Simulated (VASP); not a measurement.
ZrC:

```
CELL_PARAMETERS angstrom
3.39148 0.00000 0.00000
-1.69574 2.93710 0.00000
0.00000 0.00000 5.29005
ATOMIC_POSITIONS crystal
Zr 0.66667 0.33333 0.75000
Zr 0.33333 0.66667 0.25000
C 0.00000 0.00000 0.50000
C 0.00000 0.00000 0.00000
```

The cell comes from a database or a generator and needn't be the stable form of this composition.

* Program: VASP 6.6.1
* Task: relaxation of cell and atoms
* Functional: SCAN
* Potentials or basis: VASP PAW PBE potentials, release 64 (Zr_sv, C)
* Cutoff: 600 eV
* k mesh: 9 × 9 × 5
* Occupations: gaussian, width 0.05 eV
* Spin: no spin polarisation

At the start: pressure -3.2 GPa; volume 13.17 Å³/atom.

Task: Where does the relaxation end?

Result: Over 9 steps the energy falls by 3.8 meV/atom and the volume is 12.99 Å³/atom (-1.4 %); space group P6_3/mmc (No. 194, to 0.05 Å).

The path:
```
step  energy change (eV)  largest force (eV/Å)  pressure (GPa)  volume (Å³)
   1              0.0000                0.0000           -3.16        52.69
   2              0.0066                0.0000            5.75        50.74
   3             -0.0112                0.0000            0.67        51.81
   4             -0.0150                0.0000            0.36        51.89
   5             -0.0151                0.0000            0.31        51.90
   6             -0.0151                0.0000            0.30        51.90
   7             -0.0150                0.0000           -0.43        52.07
   8             -0.0152                0.0000            0.08        51.96
   9             -0.0152                0.0000            0.02        51.97
```

Final structure:
```xyz
4
Lattice="3.3555 0.0000 0.0000 -1.6777 2.9059 0.0000 0.0000 0.0000 5.3301" Properties=species:S:1:pos:R:3 pbc="T T T"
Zr    1.6777    0.9686    3.9976
Zr    0.0000    1.9373    1.3325
C     0.0000    0.0000    2.6651
C     0.0000    0.0000    0.0000
```

Caveat: the PAW data sets were made with another functional, which shifts forces and pressure a little.
